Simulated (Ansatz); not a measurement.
# Yb under changes of volume

One of the cells (39.836 Å³/atom); the others are scaled copies at fixed shape and fractional positions:

```
CELL_PARAMETERS angstrom
-2.15148 2.15148 2.15148
2.15148 -2.15148 2.15148
2.15148 2.15148 -2.15148
ATOMIC_POSITIONS crystal
Yb 0.00000 0.00000 0.00000
```

This isn't the form of Yb at room conditions, which is fcc.

- Program: Ansatz 0.2.0
- Functional: PBEsol
- Potentials or basis: all-electron LAPW, scalar-relativistic
- Cutoff: 198 eV (chosen from the basis error)
- Basis error allowed: 0.0005 eV/atom
- k mesh: 9 × 9 × 9
- Occupations: fermi-dirac, width 0.05 eV
- Spin: collinear spin, ferromagnetic start
- Starting moments: [1.0] μB

| volume (Å³/atom) | energy over the lowest point (meV/atom) | pressure (GPa) |
| --- | --- | --- |
| 37.446 | 0.00 | -2.8 |
| 38.242 | 14.46 | -3.0 |
| 39.039 | 30.00 | -3.2 |
| 39.836 | 46.50 | -3.4 |
| 40.633 | ? | ? |
| 41.429 | 82.00 | -3.7 |
| 42.226 | 100.79 | -3.8 |

Task: What does the run at 40.633 Å³/atom give?

Result: Energy over the lowest point 63.87 meV/atom; pressure -3.6 GPa.

Worked out: A Birch-Murnaghan fit of order 3 (a polynomial in V^(-2/3)) to the other rows has no minimum within the range. It gives 63.88 meV/atom at 40.633 Å³/atom, against the run's 63.87, and -dE/dV = -3.6 GPa, against -3.6.

Energies are extrapolated to zero smearing.

Caveats: an open f shell can end in a state above the lowest; the starting moments weren't kept.
